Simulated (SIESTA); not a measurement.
Runs of SIESTA 5.4.2 on GaN. It takes space group P6_3mc (No. 186, hexagonal). Conventional cell: a = 3.212 Å, b = 3.212 Å, c = 10.357 Å, α = 90.00°, β = 90.00°, γ = 120.00°. Ga (site symmetry 3m) is surrounded by 4 N at 1.95 to 2.00 Å. Around Ga (site symmetry 3m) lie 3 N at 1.94 Å. N (site symmetry 3m) has 4 Ga at 1.94 to 2.00 Å as nearest neighbours. N (site symmetry 3m) has 3 Ga at 1.95 Å as nearest neighbours. The cell is a database's computed one.

```csv
task,level,potentials or basis,k mesh,energy shift,gap on the mesh (eV),pressure (GPa),V0 of scaled cells (Å³/atom),B0 (GPa),largest force (eV/Å)
equation of state,PBE,"PseudoDojo 0.4 standard (PBE files), DZP (energy shift 0.003 Ry; two zetas on semicore shells)",10 × 10 × 3,0.003 Ry,-,-,11.71,(c),-
band structure,PBE,"SG15 1.2 (PBE files) or PseudoDojo by element, DZP (energy shift 0.002 Ry)",10 × 10 × 3,0.002 Ry,0.74,2.9,-,-,0.61
band structure,PBEsol,"PseudoDojo 0.4 standard (PBEsol files), DZP (energy shift 0.003 Ry; two zetas on semicore shells)",10 × 10 × 3,0.003 Ry,(b),-3.6,-,-,0.44
band structure,RPBE,"PseudoDojo 0.4 standard (PBE files), DZP (energy shift 0.002 Ry; radii capped at 9.5 bohr)",10 × 10 × 3,0.002 Ry,0.86,(a),-,-,0.71
band structure,PBE,"PseudoDojo 0.4 standard (PBE files), TZP (energy shift 0.002 Ry; radii capped at 9.5 bohr)",10 × 10 × 3,0.002 Ry,0.79,2.8,-,-,0.56
band structure,LDA,"PseudoDojo 0.4 standard (LDA files), DZP (energy shift 0.003 Ry; two zetas on semicore shells)",10 × 10 × 3,0.003 Ry,0.87,-8.8,-,-,0.26
single point,PBE,"PseudoDojo 0.4 standard (PBE files), DZP (energy shift 0.003 Ry; two zetas on semicore shells)",10 × 10 × 3,0.003 Ry,0.84,2.2,-,-,0.52
equation of state,LDA,"PseudoDojo 0.4 standard (LDA files), DZP (energy shift 0.003 Ry; two zetas on semicore shells)",8 × 8 × 2,0.003 Ry,-,-,11.00,200,-
band structure,PBE,"PseudoDojo 0.4 standard (PBE files), TZDP (energy shift 0.002 Ry; radii capped at 9.5 bohr)",10 × 10 × 3,0.002 Ry,0.79,3.1,-,-,0.53
```

Alike in all rows: no spin polarisation; cell as given; smearing fermi-dirac 0.05 eV; grid cutoff 800 Ry.

Question: Fill in the values left out.

Answer: (a) 7.0; (b) 0.82; (c) 169.

Caveats: the basis of atomic orbitals isn't converged, which shifts pressures, moduli and gaps; semicore shells carry a single zeta, which can move pressures by several GPa and volumes by a few percent (some runs); the cell was scaled at fixed shape and fractional positions, which overstates the stiffness of a crystal with free parameters, most of all of layers and chains (some runs); the potentials were made for another functional, which shifts forces and pressure (some runs); an odd mesh through Γ misses points on the zone boundary, where band edges often lie (some runs).

A k mesh can miss the band edges, and the runs leave out spin-orbit coupling on Ga.

Not every run made on this cell is shown here.
